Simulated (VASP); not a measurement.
The system is HfSi2.

```
CELL_PARAMETERS angstrom
1.83600 -7.28500 0.00000
1.83600 7.28500 0.00000
0.00000 0.00000 3.64100
ATOMIC_POSITIONS crystal
Hf 0.89400 0.10600 0.25000
Hf 0.10600 0.89400 0.75000
Si 0.55900 0.44100 0.25000
Si 0.44100 0.55900 0.75000
Si 0.25000 0.75000 0.25000
Si 0.75000 0.25000 0.75000
```

```yaml
Program: VASP 6.6.1
Task: relaxation of cell and atoms
Functional: LDA
Potentials_or_basis: VASP PAW LDA potentials, release 64 (Hf_pv, Si)
Cutoff: 600 eV
k_mesh: 10 × 10 × 10
Occupations: methfessel-paxton, width 0.1 eV
Spin: no spin polarisation
```

At the start: pressure -5.6 GPa; volume 16.23 Å³/atom.

Task: How do energy, volume and symmetry change on relaxing?

Result: Over 10 steps the energy falls by 20.1 meV/atom and the volume is 15.58 Å³/atom (-4.0 %); space group Cmcm (No. 63, to 0.05 Å).

Step by step:
```csv
step,energy change (eV),largest force (eV/Å),pressure (GPa),volume (Å³)
1,0.0000,0.6590,-5.57,97.40
2,-0.0263,0.4072,7.05,89.65
3,-0.0926,0.4716,0.77,93.08
4,-0.1165,0.1705,0.34,93.20
5,-0.1187,0.0394,0.21,93.25
6,-0.1199,0.0433,-0.19,93.53
7,-0.1199,0.0474,-0.21,93.55
8,-0.1203,0.0356,0.14,93.37
9,-0.1203,0.0363,0.13,93.38
10,-0.1205,0.0021,0.01,93.47
```

Final structure:
```
Hf Si
1.0
     1.81245   -7.13543    0.00000
     1.81245    7.13543    0.00000
     0.00000    0.00000    3.61388
Hf Si
2 4
Cartesian
  1.8125 -5.6412 0.9035
  1.8125 5.6412 2.7104
  1.8125 -0.7830 0.9035
  1.8125 0.7830 2.7104
  1.8125 3.5648 0.9035
  1.8125 -3.5648 2.7104
```
